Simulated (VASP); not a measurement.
Write the native input for VASP 6.6.1 that does the following.

- Task: relaxation of the atoms
- Functional: PBE
- Potentials or basis: VASP PAW PBE potentials, release 64 (B_s, As)
- Cutoff: 300 eV
- k mesh: 5 × 5 × 5
- Occupations: gaussian, width 0.03 eV
- Spin: no spin polarisation
- Further INCAR settings: ALGO = Normal; EDIFF = 1e-07; IBRION = 2; EDIFFG = -0.01; NSW = 40

The structure of BAs lies in POSCAR:

```
BAs                                     
1.0
    0.0000000000      2.4401056185      2.4401056185
    2.4401056185      0.0000000000      2.4401056185
    2.4401056185      2.4401056185      0.0000000000
  B               As            
     1     1
Direct
     0.0000000000000000    0.0000000000000000    0.0000000000000000
     0.2500000000000000    0.2500000000000000    0.2500000000000000
```

The cell isn't the ideal one: a relaxed cell with its volume scaled by 1.04.

These files were run (other wordings do the same):

INCAR

```
ALGO = Normal
EDIFF = 1E-7
EDIFFG = -0.01
ENCUT = 300
GGA = PE
IBRION = 2
ISIF = 2
ISMEAR = 0
LASPH = True
LCHARG = False
LREAL = False
LWAVE = False
NELM = 80
NSW = 40
PREC = Accurate
SIGMA = 0.03
```

KPOINTS

```
k-points
0
Gamma
  5 5 5
```

Potentials or basis: VASP PAW PBE potentials, release 64 (B_s, As).

Command:

```sh
$ cat potpaw_PBE.64/B_s/POTCAR potpaw_PBE.64/As/POTCAR > POTCAR
$ mpirun -np 1 vasp_std > vasp.out
```

It gave:

| Item | Value |
| --- | --- |
| Band gap on the k mesh | 1.23 eV, indirect (least direct gap 3.19 eV) |

Caveat: the k mesh is coarse (spacing up to 0.45 Å⁻¹), so the values aren't converged; the relaxation stopped at its first step, so nothing moved; an odd mesh through Γ misses points on the zone boundary, where band edges often lie.

It took 5.2 s on 1 thread of Intel(R) Xeon(R) Platinum 8488C (Sapphire Rapids), with other jobs on the host, peak memory 0.11 GiB.
